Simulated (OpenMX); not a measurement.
## MoS2 under changes of volume

One of the cells (18.083 Å³/atom); the others are scaled copies at fixed shape and fractional positions:

```
Mo S
1.0
     1.59046    0.91825    6.19073
    -1.59046    0.91825    6.19073
     0.00000   -1.83651    6.19073
Mo S
1 2
Direct
  0.00000 0.00000 0.00000
  0.41700 0.41700 0.41700
  0.25000 0.25000 0.25000
```

Measurements of this composition are mostly on another form, of space group No. 194.

```yaml
Program: OpenMX 3.8.5
Functional: PBE
Potentials_or_basis: OpenMX 2013 PBE set, Mo7.0-s3p2d2, S7.0-s2p2d1f1, fixed grid of 32 × 32 × 32 points
k_mesh: 11 × 11 × 11
Occupations: fermi-dirac, width 0.05 eV
Spin: no spin polarisation
```

| volume (Å³/atom) | energy over the lowest point (meV/atom) | gap on the mesh (eV) | largest force (eV/Å) |
| --- | --- | --- | --- |
| 16.664 | 129.83 | 0.89 | 2.257 |
| 17.019 | ? | ? | ? |
| 17.373 | 54.40 | 0.93 | 1.407 |
| 18.083 | 13.25 | 0.96 | 0.679 |
| 18.437 | 3.52 | 0.97 | 0.351 |
| 18.792 | 0.00 | 0.97 | 0.108 |

What does the run at 17.019 Å³/atom give?

Energy over the lowest point 87.36 meV/atom; gap on the mesh 0.91 eV; largest force 1.815 eV/Å.

Worked out: A Birch-Murnaghan fit of order 3 (a polynomial in V^(-2/3)) to the other rows has its minimum at 18.83 Å³/atom, just outside them, with B0 = V·E''(V) = 134 GPa and B' = 4.5 at fixed shape and positions, which overstates the stiffness. It gives 87.30 meV/atom at 17.019 Å³/atom, against the run's 87.36. A parabola through the other rows of the gap, of slope 1.03 eV per unit of ln V there, gives 0.91 eV, against the run's 0.91.

Energies are extrapolated to zero smearing.

Caveats: an odd mesh through Γ misses points on the zone boundary, where band edges often lie; the basis of atomic orbitals isn't converged, which shifts pressures, moduli and gaps; forces of over 1 eV/Å show positions far from the minimum, so gaps and moduli don't describe the material at rest (some runs). Spin-orbit coupling on Mo is left out.
